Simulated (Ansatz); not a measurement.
The cell is a measured one (Crystallography Open Database entry 9011010); the temperature and pressure of the measurement aren't taken into account, and nothing was relaxed.

Cs: DFT, PBE, PAW with Ansatz's default frozen-core files, scalar-relativistic (Ansatz 0.2.0).

```yaml
crystal:
  lattice:
    - [-3.0225, 3.0225, 3.0225]
    - [3.0225, -3.0225, 3.0225]
    - [3.0225, 3.0225, -3.0225]
  atoms:
    - { symbol: Cs, position: [0.0, 0.0, 0.0] }
kpoints:
  mp_grid: { grid: [9, 9, 9] }
  band_path:
    path:
      - [0.0, 0.0, 0.0]
      - [0.5, -0.5, 0.5]
      - [0.0, 0.0, 0.5]
      - [0.0, 0.0, 0.0]
      - [0.25, 0.25, 0.25]
      - [0.5, -0.5, 0.5]
      - [0.25, 0.25, 0.25]
      - [0.0, 0.0, 0.5]
    npoints: 8
scf:
  occupations: { method: fermi_dirac, width: 0.05 }
hamiltonian:
  xc: pbe
  pseudopotentials: { kind: paw }
output:
  forces: true
  stress: true
  eigenvalues: true
  efg: { contact_densities: true }
  populations: true
  bader: true
  dos: { projected: true, de: 0.2, e_range: [-14, 8] }
```

Output:

```
Cs: output.efg is read without spin–orbit coupling, which moves field gradients at and beside such atoms by some per cent and up to a factor of two; PAW files take it under magnetization.noncollinear and magnetization.spin_orbit
Engine: ansatz 0.2.0
Pseudopotentials: kind: paw
Pseudopotential: Cs, paw, valence charge 9, recommended cutoff 420 eV (normal)
Functional definition: PBE
  parameter kappa = 0.804
  parameter beta = 0.06672455060314922
  exchange = pbe_x(kappa = kappa, mu = beta*pi^2/3)
  correlation = pbe_c(beta = beta)
Crystal: 1 atoms, lattice volume = 110.448 Å³
Basis set: ecut = 420 eV, 2171 PW (Γ), exchange–correlation on 72×72×72 points (8 copies of the dense FFT grid, shifted against one another)
Bands: 9, of which v1, the nominal top of the filled ones, is band 5 counted from 1 (4 counted from 0)
Symmetry: 48 space group operations
Space group: Im-3m (ITA 229), of the structure as read, at distance tolerance 4.8e-5 Å
k-points: 35 of 729
Non-local potential: Cs, projectors of the file, l = 0: 3, l = 1: 2, l = 2: 2, l = 3: 2
PAW form: soft (Blöchl's): semilocal exchange-correlation on the pseudo side does not see the compensation charge
PAW one-centre angular grid: Cs, 194 points (default); XC on 64 Gauss nodes
Initial density: superposition of atomic densities (neutral atoms: chi_scale 0, normalization atom), corrected by the library's trained network
Initial wavefunctions: pseudopotential atomic-orbital guess
Functional: x = pbe(κ = 0.804, μ = 0.2195149727645171), c = pbe(β = 0.06672455060314922)
SCF iter   1: F=—  HF=-5670.768191 eV  |F-HF|=—  |Δ(HF+E_count)|=         —  Δρ=2.10e-4  dr2=2.96e-5  ethr=1.77e-3  ⟨swp⟩=6.0  Hψ=2668  notcnv=0
preconditioner: auto → Kerker (q_TF=auto, 1.796 Å⁻¹)  [metal: Δε(μ)=0.055 eV  Ē_g=2.695 eV  σ=0.050 eV  W_gap=0.26  n_scr=12 (ndim 8)  ℏωp=3.5 eV  f_vac=0.000  D(μ)=1.22/eV (n_scr^D=0)]
SCF iter   2: F=—  HF=-5670.768494 eV  |F-HF|=—  |Δ(HF+E_count)|=   3.03e-4  Δρ=1.29e-4  dr2=2.74e-5  ethr=3.29e-7  ⟨swp⟩=3.5  Hψ=913  notcnv=0
SCF iter   3: F=—  HF=-5670.768508 eV  |F-HF|=—  |Δ(HF+E_count)|=   1.41e-5  Δρ=4.86e-5  dr2=5.92e-6  ethr=3.05e-7  ⟨swp⟩=2.6  Hψ=482  notcnv=0
SCF iter   4: F=—  HF=-5670.768509 eV  |F-HF|=—  |Δ(HF+E_count)|=   5.97e-7  Δρ=1.62e-5  dr2=9.90e-7  ethr=6.58e-8  ⟨swp⟩=1.5  Hψ=334  notcnv=0
SCF iter   5: F=—  HF=-5670.768509 eV  |F-HF|=—  |Δ(HF+E_count)|=   5.01e-8  Δρ=8.46e-6  dr2=1.61e-7  ethr=1.10e-8  ⟨swp⟩=2.0  Hψ=473  notcnv=0
SCF iter   6: F=-5670.768509 eV  HF=-5670.768509 eV  |F-HF|=6.12e-10  |Δ(HF+E_count)|=   4.15e-8  Δρ=1.55e-6  dr2=1.63e-9  ethr=1.11e-9  ⟨swp⟩=4.6  Hψ=1229  notcnv=0
SCF 1 converged in 6 iterations: F = -5670.768509 eV  dr2 = 1.63e-9
  greatest PAW one-centre occupation: 0.930 electrons in one spin orbital (limit 2), on the Cs atom at site 0 (counted from 0), in its partial waves of l = 0
NSCF: frozen V_eff on 57 k-points
SCF converged after 6 iterations
Free energy (F): -5670.768509 eV
Harris-Foulkes:  -5670.768509 eV  (|F-HF|=6.12e-10)
Internal energy: -5670.758738 eV  (E = F + TS)
E sigma→0 (E₀):  -5670.763623 eV
Entropy (-TS):   -0.009771 eV (-9.771 meV/atom)
Fermi energy:    2.406534 eV
--- Per-component energies (eV) ---
  E_band       = -90.420730
  E_kinetic    = 140.832356
  E_local      = -386.031835  (includes V_loc(G=0)·N_el)
  E_nonlocal   = 30.238361
  E_hartree    = 134.993672
  E_xc         = -172.932446
  E_vxc        = -124.616662  (∫ρ·V_xc dr)
  E_paw        = -5066.767248  (= ΣΔE_a)
  E_vpaw       = -20.829615  (= ΣTr[D̂ρ^β])
  E_aug_tail   = -0.000001  (compensation charges beyond the density's cutoff)
  E_ewald      = -351.091596
  E_smearing   = -0.009771  (= −TS)
  E_closure    = -0.000000  (closes the sum)
  Σ components = -5670.768509   (vs F -5670.768509, Δ=0.00e0)
--- Forces (eV/Å), atoms counted from 1 ---
  atom   1  Cs     0.00000000    -0.00000000     0.00000000
  max |Σ_I F_I| component: 6.25e-31 eV/Å
--- Stress (GPa, compression-positive) ---
        0.120481      -0.000000      -0.000000
        0.000000       0.120481       0.000000
       -0.000000      -0.000000       0.120481
  P = ⅓ Tr σ = 0.1205 GPa (1.205 kbar)
--- PAW observables at the nuclei: V_zz in 10²¹ V/m², potentials from the cell's mean, atoms counted from 1 ---
  atom   1  Cs V_zz =    -0.000000   η = 0.0000   by run symmetry: forbidden
            electrostatic potential = -9367.490189 V   contact ρ = 1900633.149024 e/Å³
--- Band table (eV; the first three rows and the last of 35) ---
  k-point 0: bands = ["-21.4278", "-8.1663", "-8.1663", "-8.1663", "0.6857", "4.9209", "4.9209", "4.9209", "5.8075"]
  k-point 1: bands = ["-21.4269", "-8.1855", "-8.1725", "-8.1664", "0.8273", "4.7701", "4.7747", "5.0620", "5.6066"]
  k-point 2: bands = ["-21.4245", "-8.2331", "-8.1880", "-8.1665", "1.2255", "4.2792", "4.4696", "5.4773", "5.6146"]
  k-point 34: bands = ["-21.4137", "-8.2777", "-8.2744", "-8.2744", "3.0152", "3.0628", "5.2836", "5.3633", "5.3633"]
--- Löwdin populations: 1 site ---
  site symbol       q [e]
     0     Cs      8.9731
  spilling = 0.002987 (of n_electrons = 9.000000)
--- Bader charges: 1 site ---
  site symbol  charge [e]  shift [e]
     0     Cs      0.0000     0.0000
  estimated error of the sums over rays = 5.3e-7 e
```

populations.tsv:

```
# site	symbol	l	j	q
# orbitals = lowdin
# n_electrons = 9.000000
# spilling = 0.002987
0	Cs	0_5S	-	1.994519
0	Cs	0_6S	-	0.987255
0	Cs	1_5P	-	5.991346
```

bader_charges.tsv:

```
# site	symbol	x_ang	y_ang	z_ang	partial_charge_e	electrons	volume_ang3	relative_density_drop	shared_charge_e	partial_wave_shift_e
# quadrature_error_electrons = 5.3e-7
0	Cs	0.0000	0.0000	0.0000	0.00000	55.00000	110.45	-	0.00000	0.00000
```
